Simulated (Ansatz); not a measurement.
# TaN: the cost of one run

Computed with Ansatz 0.2.0 (DFT PBE, scalar-relativistic, plane waves, PAW, unless a step's input says otherwise).

## (1) The starting structure

It takes space group Fm-3m (No. 225, cubic). Conventional cell: a = 4.417 Å, b = 4.417 Å, c = 4.417 Å, α = 90.00°, β = 90.00°, γ = 90.00°. Around Ta (site symmetry m-3m) lie 6 N at 2.21 Å. N (site symmetry m-3m) is surrounded by 6 Ta at 2.21 Å.

Coordinates:

```cif
data_structure
_symmetry_space_group_name_H-M 'P 1'
_symmetry_Int_Tables_number 1
_cell_length_a 3.1235
_cell_length_b 3.1235
_cell_length_c 3.1235
_cell_angle_alpha 60.000
_cell_angle_beta 60.000
_cell_angle_gamma 60.000
_cell_volume 21.55
loop_
_atom_site_label
_atom_site_type_symbol
_atom_site_fract_x
_atom_site_fract_y
_atom_site_fract_z
_atom_site_occupancy
Ta1 Ta 0.50000 0.50000 0.50000 1
N1 N 0.00000 0.00000 0.00000 1
```

It is the result of an earlier relaxation at this level (volume 10.77 Å³/atom; gap on the mesh: none (metal)).

## (2) The undisturbed cell

input.yaml

```yaml
crystal:
  lattice:
    - [0.0, 2.2086347786, 2.2086347786]
    - [2.2086347786, 0.0, 2.2086347786]
    - [2.2086347786, 2.2086347786, 0.0]
  atoms:
    - { symbol: Ta, position: [0.5, 0.5, 0.5] }
    - { symbol: "N", position: [0.0, 0.0, 0.0] }
basis:
  ecutwfc: 420
kpoints:
  mp_grid: { grid: [26, 26, 26] }
hamiltonian:
  xc: pbe
scf:
  occupations: { method: gaussian, width: 0.15 }
output:
  forces: true
  stress: true
  eigenvalues: true
  write_density: true
  write_potential: true
  elf: true
  volumetric_format: npy
```

The run is started by

```
$ ansatz run input.yaml --threads 1 --pin off --max-ram 2560MiB --backend cpu --events-out ev --progress --plain --runs-dir out
```

Q: Estimate wall time and peak memory on 1 thread of AMD EPYC 9R45 (Zen 5), shared host.

About 5.4 s, with a peak of 0.45 GiB.
